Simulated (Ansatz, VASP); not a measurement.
**Two plane-wave programs on ZnAu**

```
Zn Au
1.0
     3.14700    0.00000    0.00000
     0.00000    3.14700    0.00000
     0.00000    0.00000    3.14700
Zn Au
1 1
Direct
  0.50000 0.50000 0.50000
  0.00000 0.00000 0.00000
```

Alike in both runs: task single point; functional PBE; k mesh 14 × 14 × 14; occupations gaussian, width 0.1 eV; no spin polarisation.

```csv
,VASP,Ansatz
version,VASP 6.6.1,Ansatz 0.2.0
potentials or method,"VASP PAW PBE potentials, release 64 (Zn, Au)","scalar-relativistic, plane waves, PAW"
plane-wave cutoff (eV),520,420
valence electrons in the cell,23,31
```

|  | VASP | Ansatz | Ansatz less VASP |
| --- | --- | --- | --- |
| gap on the k mesh at the Fermi level (eV) | none | none | - |
| pressure (GPa) | 5.0 | 4.8 | -0.14 |

A gap of «none» marks a metal or a gap that the smearing closes. The two sets of potentials don't hold the same shells in valence.

Spin-orbit coupling is left out, which matters for the levels of Au.
